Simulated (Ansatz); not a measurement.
# InP (F-43m) in Ansatz: notebook

One crystal, InP, is run at these levels: PBEsol, RPBE, revPBE, BLYP; tasks: band structure.

Program: Ansatz 0.2.0. These are calculated values, not measurements. Logs are shortened: lines on timing, memory, paths and dates and some standing lists are left out, and cuts for length are marked.

**Experimental background.**

From a printed reference work, data compilation, for a bulk crystal of InP at 1.6 K: band gap 1.4236 eV (direct).

The results are compared with them further down.

## 1. Starting point

The structure is cubic, space group F-43m (No. 216). Conventional cell: a = 5.861 Å, b = 5.861 Å, c = 5.861 Å, α = 90.00°, β = 90.00°, γ = 90.00°. In (site symmetry -43m) is surrounded by 4 P at 2.54 Å. P (site symmetry -43m) is surrounded by 4 In at 2.54 Å.

## 2. Band structure, PBEsol

The input, input.yaml:

```yaml
crystal:
  lattice:
    - [0.0, 2.9305, 2.9305]
    - [2.9305, 0.0, 2.9305]
    - [2.9305, 2.9305, 0.0]
  atoms:
    - { symbol: In, position: [0.0, 0.0, 0.0] }
    - { symbol: P, position: [0.75, 0.75, 0.75] }
hamiltonian:
  xc: pbesol
  pseudopotentials: { kind: paw }
kpoints:
  mp_grid: { grid: [8, 8, 8] }
  band_path:
    path:
      - [[0.0, 0.0, 0.0], [0.5, 0.0, 0.5], [0.5, 0.25, 0.75], [0.375, 0.375, 0.75], [0.0, 0.0, 0.0], [0.5, 0.5, 0.5], [0.625, 0.25, 0.625], [0.5, 0.25, 0.75], [0.5, 0.5, 0.5], [0.375, 0.375, 0.75]]
      - [[0.625, 0.25, 0.625], [0.5, 0.0, 0.5]]
    npoints: 14
scf:
  occupations: { method: fermi_dirac, width: 0.05 }
  n_extra_bands: 6
output:
  forces: true
  stress: true
  eigenvalues: true
  fatbands: false
```

Potentials or basis: Ansatz PAW.

On the command line:

```
ansatz run input.yaml --threads 2 --pin off --max-ram 5632MiB --backend cpu --events-out ev --progress --plain --runs-dir out
```

The log of the run:

```text
Warning: RAYON_NUM_THREADS=2 ignored (pool sized by the plan → 2); use --threads N
scf.n_extra_bands = 6 over 9 filled bands (N_el = 18.0): the run solves 15 bands
Engine: ansatz 0.2.0, aarch64-unknown-linux-gnu
Pseudopotentials: kind: paw
Pseudopotential: In, paw, valence charge 13, recommended cutoff 420 eV (normal), In.paw.azcp
Pseudopotential: P, paw, valence charge 5, recommended cutoff 420 eV (normal), P.paw.azcp
Functional definition: PBEsol
  exchange = pbesol_x
  correlation = pbesol_c
Crystal: 2 atoms, lattice volume = 50.333 Å³
Basis set: ecut = 420 eV, 941 PW (Γ), exchange–correlation on 60×60×60 points (8 copies of the dense FFT grid, shifted against one another)
Bands: 15, of which v1, the nominal top of the filled ones, is band 9 counted from 1 (8 counted from 0)
Symmetry: 24 space group operations
Space group: F-43m (ITA 216), of the structure as read, at distance tolerance 3.7e-5 Å
k-points: 29 of 512 (time reversal used)
Non-local potential: In, projectors of the file, l = 0: 2, l = 1: 2, l = 2: 2, l = 3: 2
Non-local potential: P, projectors of the file, l = 0: 2, l = 1: 2, l = 2: 2
PAW form: soft (Blöchl's): semilocal exchange-correlation on the pseudo side does not see the compensation charge
PAW frozen core: In, regenerated for the run's functional, and the local potential with it (the file was generated under x = pbe(κ = 0.804, μ = 0.2195149727645171), c = pbe(β = 0.06672455060314922))
PAW frozen core: P, regenerated for the run's functional, and the local potential with it (the file was generated under x = pbe(κ = 0.804, μ = 0.2195149727645171), c = pbe(β = 0.06672455060314922))
PAW one-centre angular grid: In, 590 points (default); XC on 64 Gauss nodes
PAW one-centre angular grid: P, 110 points (default); XC on 64 Gauss nodes
Initial density: superposition of atomic densities (neutral atoms: chi_scale 0, normalization atom), corrected by the library's trained network
Initial wavefunctions: pseudopotential atomic-orbital guess
Functional: x = pbesol(κ = 0.804, μ = 0.12345679012345678), c = pbesol(β = 0.046)
SCF iter   1: F=—  HF=-6265.873765 eV  |F-HF|=—  |Δ(HF+E_count)|=         —  Δρ=5.25e-3  dr2=2.58e-2  ethr=1.77e-3  ⟨swp⟩=6.2  Hψ=2768  notcnv=0
preconditioner: auto → none  [insulator: Δε(μ)=0.573 eV  Ē_g=16.168 eV  σ=0.050 eV  W_gap=0.99  n_scr=14 (ndim 8)  ℏωp=22.2 eV  f_vac=0.021  D(μ)=0.00/eV (n_scr^D=0)  ε∞_Penn≈2.9]
SCF iter   2: F=—  HF=-6265.864835 eV  |F-HF|=—  |Δ(HF+E_count)|=   8.93e-3  Δρ=2.11e-3  dr2=2.09e-3  ethr=1.43e-4  ⟨swp⟩=2.6  Hψ=891  notcnv=0  defer=41
SCF iter   3: F=—  HF=-6265.864204 eV  |F-HF|=—  |Δ(HF+E_count)|=   6.31e-4  Δρ=5.29e-4  dr2=1.64e-4  ethr=1.16e-5  ⟨swp⟩=2.0  Hψ=711  notcnv=0  defer=41
SCF iter   4: F=—  HF=-6265.864223 eV  |F-HF|=—  |Δ(HF+E_count)|=   1.83e-5  Δρ=2.59e-4  dr2=3.80e-5  ethr=9.09e-7  ⟨swp⟩=2.0  Hψ=452  notcnv=0  defer=41
SCF iter   5: F=—  HF=-6265.864232 eV  |F-HF|=—  |Δ(HF+E_count)|=   9.79e-6  Δρ=5.71e-5  dr2=2.49e-6  ethr=2.11e-7  ⟨swp⟩=2.0  Hψ=470  notcnv=0  defer=41
SCF iter   6: F=-6265.864233 eV  HF=-6265.864233 eV  |F-HF|=5.06e-9  |Δ(HF+E_count)|=   1.62e-7  Δρ=6.15e-6  dr2=2.60e-8  ethr=5.56e-10  ⟨swp⟩=9.4  Hψ=2502  notcnv=0
SCF 1 converged in 6 iterations: F = -6265.864233 eV  dr2 = 2.60e-8
NSCF: frozen V_eff on 142 k-points
SCF converged after 6 iterations
Free energy (F): -6265.864233 eV
Harris-Foulkes:  -6265.864233 eV  (|F-HF|=5.06e-9)
Internal energy: -6265.864221 eV  (E = F + TS)
E sigma→0 (E₀):  -6265.864227 eV
Entropy (-TS):   -0.000011 eV (-0.006 meV/atom)
Fermi energy:    7.233428 eV
--- Per-component energies (eV) ---
  E_band       = -53.904952
  E_kinetic    = 313.653700
  E_local      = -1399.032202  (includes V_loc(G=0)·N_el)
  E_nonlocal   = 402.801538
  E_hartree    = 550.359786
  E_xc         = -274.172932
  E_vxc        = -160.246677  (∫ρ·V_xc dr)
  E_paw        = -4639.047852  (= ΣΔE_a)
  E_vpaw       = -311.799167  (= ΣTr[D̂ρ^β])
  E_aug_tail   = 0.000029  (compensation charges beyond the density's cutoff)
  E_ewald      = -1220.708286
  E_core_change = 0.281999  (= ΣΔE_core)
  E_smearing   = -0.000011  (= −TS)
  E_closure    = -0.000000  (closes the sum)
  Σ components = -6265.864233   (vs F -6265.864233, Δ=0.00e0)
--- Forces (eV/Å), atoms counted from 1 ---
  atom   1  In    -0.00000000     0.00000000     0.00000000
  atom   2  P      0.00000000    -0.00000000    -0.00000000
  max |Σ_I F_I| component: 1.85e-17 eV/Å
--- Stress (GPa, compression-positive) ---
        0.599235      -0.000000      -0.000000
        0.000000       0.599235       0.000000
       -0.000000       0.000000       0.599235
  P = ⅓ Tr σ = 0.5992 GPa (5.992 kbar)
--- Band table (eV; the first three rows and the last of 29) ---
  k-point 0: bands = ["-7.2663", "-7.2663", "-7.2663", "-7.1110", "-7.1110", "-4.6514", "6.8942", "6.8942", "6.8942", "7.5105", "10.9052", "10.9052", "10.9052", "15.2562", "16.2713"]
  k-point 1: bands = ["-7.2857", "-7.2588", "-7.2588", "-7.1109", "-7.1109", "-4.4713", "5.3210", "6.7045", "6.7045", "8.4744", "11.0489", "11.1856", "11.1856", "15.6140", "15.6140"]
  k-point 2: bands = ["-7.3299", "-7.2427", "-7.2427", "-7.1084", "-7.1084", "-3.9679", "3.4092", "6.3280", "6.3280", "8.5994", "11.6106", "11.6106", "12.1180", "15.3862", "15.3862"]
  k-point 28: bands = ["-7.4202", "-7.2057", "-7.1688", "-7.1325", "-7.0958", "-2.1572", "1.2345", "3.8937", "3.9297", "11.0881", "11.2331", "12.3650", "12.9667", "16.9890", "18.0888"]
```

Run time: 3.2 s. Hardware: 2 threads of Arm Neoverse V2, shared host; peak memory 0.31 GiB.

What came out:

- Free energy: -6265.8642 eV
- Pressure: 0.6 GPa
- Band gap on the k mesh: 0.62 eV, direct
- Band gap along the path: 0.62 eV, direct

Levels at the corners of the path, in eV from the valence-band top:
| point | band 7 | band 8 | band 9 | band 10 | band 11 | band 12 |
| --- | --- | --- | --- | --- | --- | --- |
| Γ | 0.00 | 0.00 | 0.00 | 0.62 | 4.01 | 4.01 |
| X | -5.81 | -2.35 | -2.35 | 1.63 | 2.17 | 9.09 |
| W | -5.66 | -3.00 | -2.96 | 4.19 | 4.34 | 5.47 |
| K | -5.67 | -3.36 | -1.97 | 2.25 | 4.32 | 7.42 |
| Γ | 0.00 | 0.00 | 0.00 | 0.62 | 4.01 | 4.01 |
| L | -5.80 | -0.98 | -0.98 | 1.40 | 4.73 | 4.73 |
| U | -5.67 | -3.36 | -1.97 | 2.25 | 4.32 | 7.42 |
| W | -5.66 | -3.00 | -2.96 | 4.19 | 4.34 | 5.47 |
| L | -5.80 | -0.98 | -0.98 | 1.40 | 4.73 | 4.73 |
| K | -5.67 | -3.36 | -1.97 | 2.25 | 4.32 | 7.42 |
| U | -5.67 | -3.36 | -1.97 | 2.25 | 4.32 | 7.42 |
| X | -5.81 | -2.35 | -2.35 | 1.63 | 2.17 | 9.09 |

Caveat: spin-orbit coupling is left out, which moves the levels of the heavy elements; the PAW data sets come from PBE, with cores solved anew for the run's functional, which leaves a small shift of forces and pressure.

## 3. Band structure, RPBE

Edit input.yaml of step 2 so:

```diff
@@ -9,3 +9,3 @@
 hamiltonian:
-  xc: pbesol
+  xc: rpbe
   pseudopotentials: { kind: paw }
```

Potentials or basis: Ansatz PAW.

On the command line:

```
ansatz run input.yaml --threads 2 --pin off --max-ram 5632MiB --backend cpu --events-out ev --progress --plain --runs-dir out
```

Wall time 3.4 s (2 threads of Arm Neoverse V2, shared host); peak memory 0.31 GiB.

The run converged. Its results:

```yaml
Free_energy: -6365.6543 eV
Pressure: 5.2 GPa
Band_gap_on_the_k_mesh: 0.85 eV, direct
Band_gap_along_the_path: 0.85 eV, direct
```

Levels at the corners of the path, in eV from the valence-band top:
```tsv
point	band 7	band 8	band 9	band 10	band 11	band 12
Γ	0.00	0.00	0.00	0.85	4.14	4.14
X	-5.70	-2.30	-2.30	1.89	2.36	9.36
W	-5.55	-2.92	-2.87	4.38	4.42	5.66
K	-5.56	-3.26	-1.92	2.47	4.46	7.55
Γ	0.00	0.00	0.00	0.85	4.14	4.14
L	-5.68	-0.96	-0.96	1.61	4.86	4.86
U	-5.56	-3.26	-1.92	2.47	4.46	7.55
W	-5.55	-2.92	-2.87	4.38	4.42	5.66
L	-5.68	-0.96	-0.96	1.61	4.86	4.86
K	-5.56	-3.26	-1.92	2.47	4.46	7.55
U	-5.56	-3.26	-1.92	2.47	4.46	7.55
X	-5.70	-2.30	-2.30	1.89	2.36	9.36
```

Caveat: spin-orbit coupling is left out, which moves the levels of the heavy elements; the PAW data sets come from PBE, with cores solved anew for the run's functional, which leaves a small shift of forces and pressure.

## 4. Band structure, revPBE

Edit input.yaml of step 3 so:

```diff
@@ -9,3 +9,3 @@
 hamiltonian:
-  xc: rpbe
+  xc: revpbe
   pseudopotentials: { kind: paw }
@@ -25,2 +25,2 @@
   eigenvalues: true
-  fatbands: false
+  fatbands: true
```

On the command line:

```
ansatz run input.yaml --threads 2 --pin off --max-ram 5632MiB --backend cpu --events-out ev --progress --plain --runs-dir out
```

Run time: 4.9 s. Hardware: 2 threads of Arm Neoverse V2, shared host; peak memory 0.31 GiB.

It converged, with:

```yaml
Free_energy: -6362.3095 eV
Pressure: 4.7 GPa
Band_gap_on_the_k_mesh: 0.81 eV, direct
Band_gap_along_the_path: 0.81 eV, direct
```

Levels at the corners of the path, in eV from the valence-band top:
| point | band 5 | band 6 | band 7 | band 8 | band 9 | band 10 | band 11 | band 12 | band 13 | band 14 |
| --- | --- | --- | --- | --- | --- | --- | --- | --- | --- | --- |
| Γ | -14.05 | -11.49 | 0.00 | 0.00 | 0.00 | 0.81 | 4.13 | 4.13 | 4.13 | 8.75 |
| X | -14.01 | -9.13 | -5.71 | -2.31 | -2.31 | 1.85 | 2.34 | 9.32 | 9.64 | 9.64 |
| W | -14.03 | -9.05 | -5.56 | -2.93 | -2.88 | 4.36 | 4.41 | 5.64 | 6.29 | 10.27 |
| K | -14.03 | -9.14 | -5.57 | -3.27 | -1.93 | 2.44 | 4.44 | 7.54 | 7.62 | 8.35 |
| Γ | -14.05 | -11.49 | 0.00 | 0.00 | 0.00 | 0.81 | 4.13 | 4.13 | 4.13 | 8.75 |
| L | -14.04 | -9.78 | -5.69 | -0.97 | -0.97 | 1.58 | 4.85 | 4.85 | 7.23 | 9.61 |
| U | -14.03 | -9.14 | -5.57 | -3.27 | -1.93 | 2.44 | 4.44 | 7.54 | 7.62 | 8.35 |
| W | -14.03 | -9.05 | -5.56 | -2.93 | -2.88 | 4.36 | 4.41 | 5.64 | 6.29 | 10.27 |
| L | -14.04 | -9.78 | -5.69 | -0.97 | -0.97 | 1.58 | 4.85 | 4.85 | 7.23 | 9.61 |
| K | -14.03 | -9.14 | -5.57 | -3.27 | -1.93 | 2.44 | 4.44 | 7.54 | 7.62 | 8.35 |
| U | -14.03 | -9.14 | -5.57 | -3.27 | -1.93 | 2.44 | 4.44 | 7.54 | 7.62 | 8.35 |
| X | -14.01 | -9.13 | -5.71 | -2.31 | -2.31 | 1.85 | 2.34 | 9.32 | 9.64 | 9.64 |

Caveat: spin-orbit coupling is left out, which moves the levels of the heavy elements; the PAW data sets come from PBE, with cores solved anew for the run's functional, which leaves a small shift of forces and pressure.

## 5. Band structure, BLYP

Edit input.yaml of step 4 so:

```diff
@@ -9,3 +9,3 @@
 hamiltonian:
-  xc: revpbe
+  xc: blyp
   pseudopotentials: { kind: paw }
@@ -25,2 +25,2 @@
   eigenvalues: true
-  fatbands: true
+  fatbands: false
```

On the command line:

```
ansatz run input.yaml --threads 2 --pin off --max-ram 5632MiB --backend cpu --events-out ev --progress --plain --runs-dir out
```

Wall time 3.4 s (2 threads of Arm Neoverse V2, shared host); peak memory 0.32 GiB.

The run converged. Its results:

```
Free energy             : -6374.0165 eV
Pressure                : 6.7 GPa
Band gap on the k mesh  : 0.60 eV, direct
Band gap along the path : 0.60 eV, direct
```

Levels at the corners of the path, in eV from the valence-band top:
| point | band 5 | band 6 | band 7 | band 8 | band 9 | band 10 | band 11 | band 12 | band 13 | band 14 |
| --- | --- | --- | --- | --- | --- | --- | --- | --- | --- | --- |
| Γ | -14.08 | -11.52 | 0.00 | 0.00 | 0.00 | 0.60 | 4.10 | 4.10 | 4.10 | 8.76 |
| X | -14.05 | -9.18 | -5.78 | -2.29 | -2.29 | 1.89 | 2.33 | 9.22 | 9.52 | 9.52 |
| W | -14.07 | -9.10 | -5.64 | -2.89 | -2.86 | 4.31 | 4.41 | 5.58 | 6.35 | 10.13 |
| K | -14.06 | -9.19 | -5.64 | -3.24 | -1.92 | 2.44 | 4.41 | 7.51 | 7.61 | 8.25 |
| Γ | -14.08 | -11.52 | 0.00 | 0.00 | 0.00 | 0.60 | 4.10 | 4.10 | 4.10 | 8.76 |
| L | -14.07 | -9.83 | -5.71 | -0.97 | -0.97 | 1.47 | 4.86 | 4.86 | 7.24 | 9.58 |
| U | -14.06 | -9.19 | -5.64 | -3.24 | -1.92 | 2.44 | 4.41 | 7.51 | 7.61 | 8.25 |
| W | -14.07 | -9.10 | -5.64 | -2.89 | -2.86 | 4.31 | 4.41 | 5.58 | 6.35 | 10.13 |
| L | -14.07 | -9.83 | -5.71 | -0.97 | -0.97 | 1.47 | 4.86 | 4.86 | 7.24 | 9.58 |
| K | -14.06 | -9.19 | -5.64 | -3.24 | -1.92 | 2.44 | 4.41 | 7.51 | 7.61 | 8.25 |
| U | -14.06 | -9.19 | -5.64 | -3.24 | -1.92 | 2.44 | 4.41 | 7.51 | 7.61 | 8.25 |
| X | -14.05 | -9.18 | -5.78 | -2.29 | -2.29 | 1.89 | 2.33 | 9.22 | 9.52 | 9.52 |

Caveat: spin-orbit coupling is left out, which moves the levels of the heavy elements; the PAW data sets come from PBE, with cores solved anew for the run's functional, which leaves a small shift of forces and pressure.

## 6. Summary

| level | gap on the mesh (eV) | pressure (GPa) |
| --- | --- | --- |
| PBEsol | 0.62 | 0.6 |
| RPBE | 0.85 | 5.2 |
| revPBE | 0.81 | 4.7 |
| BLYP | 0.60 | 6.7 |

Alike in all rows: task band structure; potentials or basis Ansatz PAW; no spin polarisation; cell as given; k mesh 8 × 8 × 8; cutoff (eV) 420; smearing fermi-dirac 0.05 eV.

On the cell as given the gap runs from 0.60 eV (BLYP) to 0.85 eV (RPBE). The pressure there spans 0.6 GPa (PBEsol) to 6.7 GPa (BLYP); a positive pressure means that this level wants a larger cell, a negative one a smaller.

Caveats: spin-orbit coupling is left out, which moves the levels of the heavy elements; the PAW data sets come from PBE, with cores solved anew for the run's functional, which leaves a small shift of forces and pressure.

Total energies depend on the potentials used, so only differences within one code and one set of settings carry meaning.

## 7. Comparison with measurements

Step 2. A measured gap of InP is 1.4236 eV (direct; 1.6 K; a printed reference work, data compilation); the calculated 0.62 eV misses it by -0.81 eV. Spin-orbit coupling on In is left out. The value is that of PBEsol, without temperature or zero-point motion. Semilocal functionals fall short of measured gaps as a rule.

Step 3. Against the measured gap of InP, 1.4236 eV (direct; 1.6 K; a printed reference work, data compilation), the calculated 0.85 eV is off by -0.57 eV. Spin-orbit coupling on In is left out. The value is that of RPBE, without temperature or zero-point motion. Semilocal functionals fall short of measured gaps as a rule.

Step 4. A measured gap of InP is 1.4236 eV (direct; 1.6 K; a printed reference work, data compilation); the calculated 0.81 eV misses it by -0.61 eV. Spin-orbit coupling on In is left out. The value is that of revPBE, without temperature or zero-point motion. Semilocal functionals fall short of measured gaps as a rule.

Step 5. Against the measured gap of InP, 1.4236 eV (direct; 1.6 K; a printed reference work, data compilation), the calculated 0.60 eV is off by -0.82 eV. Spin-orbit coupling on In is left out. The value is that of BLYP, without temperature or zero-point motion. Semilocal functionals fall short of measured gaps as a rule.
